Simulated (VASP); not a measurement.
## TiAl: equation of state with LDA

TiAl:

```
Ti Al
1.0
     3.12639    0.00000    0.00000
     0.00000    3.12639    0.00000
     0.00000    0.00000    3.12639
Ti Al
1 1
Direct
  0.00000 0.00000 0.00000
  0.50000 0.50000 0.50000
```

The cell comes from a database or a generator and needn't be the stable form of this composition.

| Quantity | Value |
| --- | --- |
| Program | VASP 6.6.1 |
| Task | equation of state |
| Functional | LDA |
| Potentials or basis | VASP PAW LDA potentials, release 64 (Ti_sv, Al) |
| Cutoff | 520 eV |
| k mesh | 8 × 8 × 8 |
| Occupations | fermi-dirac, width 0.05 eV |
| Spin | no spin polarisation |

- Equilibrium volume: 15.28 Å³/atom
- Bulk modulus: 125 GPa
- Pressure derivative of the bulk modulus: 4.1 (rough: it moves with the points fitted)

Energy against volume, from the lowest point:
```csv
volume (Å³/atom),energy (meV/atom)
14.668,10.30
14.974,2.51
15.279,0.00
15.585,2.26
15.890,8.83
```

All runs of the series together: 61 s on 1 thread of Intel(R) Xeon(R) Platinum 8488C (Sapphire Rapids), with other jobs on the host.
